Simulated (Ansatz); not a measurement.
input.yaml for Ti (Ansatz 0.2.0)

```yaml
crystal:
  lattice:
    - [4.5673748306, 0.0, 0.0]
    - [-2.2836874153, 3.9554626319, 0.0]
    - [0.0, 0.0, 2.82624427]
  atoms:
    - { symbol: Ti, position: [0.0, 0.0, 0.0] }
    - { symbol: Ti, position: [0.3333333333, 0.6666666667, 0.5] }
    - { symbol: Ti, position: [0.6666666667, 0.3333333333, 0.5] }
basis:
  ecutwfc: 420
kpoints:
  mp_grid: { grid: [3, 3, 2] }
hamiltonian:
  xc: pbe
  hubbard: { sites: [{ species: Ti, l: d, u_eff: 1.0 }] }
scf:
  occupations: { method: gaussian, width: 0.1 }
  n_extra_bands: 12
  max_iter: 80
  convergence: { dr2_threshold: "1e-11 eV" }
output:
  forces: true
  stress: false
  eigenvalues: true
```

Command:

```bash
ansatz run input.yaml --threads 1 --pin off --max-ram 1331MiB --backend cpu --events-out ev --progress --plain --runs-dir out
```

From the log (HF is the Harris–Foulkes energy, dr2 the density residual in eV):

```text
Ti: projections on atomic orbitals take those of the free atom [Ne] 3s2 3p6 3d2 4s2, of charge +0.00 (hamiltonian.pseudopotentials.projection_atoms); the dataset's partial waves leave at most 4.1e-7 of an orbital's norm unspanned inside its sphere
scf.n_extra_bands = 12 over 18 filled bands (N_el = 36.0): the run solves 30 bands
Pseudopotential: Ti, paw, valence charge 12, recommended cutoff 420 eV (normal)
Crystal: 3 atoms, lattice volume = 51.059 Å³
Basis set: ecut = 420 eV, 975 PW (Γ), exchange–correlation on 64×64×40 points (8 copies of the dense FFT grid, shifted against one another)
Bands: 30, of which v1, the nominal top of the filled ones, is band 18 counted from 1 (17 counted from 0)
Symmetry: 24 space group operations
Space group: P6/mmm (ITA 191), of the structure as read, at distance tolerance 3.7e-5 Å
k-points: 6 of 18
Initial density: superposition of atomic densities
SCF iter   1: HF=-7496.813626 eV  Δρ=6.66e-2  dr2=2.71e0
SCF iter   2: HF=-7496.359919 eV  Δρ=3.19e-2  dr2=7.84e-1
SCF iter   3: HF=-7497.262515 eV  Δρ=9.57e-2  dr2=9.91e0  recentre
SCF iter   4: HF=-7496.334978 eV  Δρ=1.12e-2  dr2=4.41e-2
   ...
SCF iter  11: HF=-7496.355271 eV  Δρ=2.82e-6  dr2=8.37e-9
SCF iter  12: HF=-7496.355271 eV  Δρ=2.47e-7  dr2=5.01e-11
SCF iter  13: F=-7496.355271 eV  HF=-7496.355271 eV  Δρ=3.39e-8  dr2=5.13e-13
SCF 1 converged in 13 iterations: F = -7496.355271 eV  dr2 = 5.13e-13
SCF converged after 13 iterations
Free energy (F): -7496.355271 eV
E sigma→0 (E₀):  -7496.343838 eV
Entropy (-TS):   -0.022866 eV (-7.622 meV/atom)
Fermi energy:    13.924689 eV
--- Forces (eV/Å), atoms counted from 1 ---
  atom   1  Ti     0.00000000    -0.00000000     0.00000000
  atom   2  Ti     0.00000000     0.00000000     0.00000000
  atom   3  Ti     0.00000000    -0.00000000     0.00000000
```

These settings were drawn at random to show what each does; none of the numbers is a converged property of the crystal. Under a U the state reached may not be the lowest.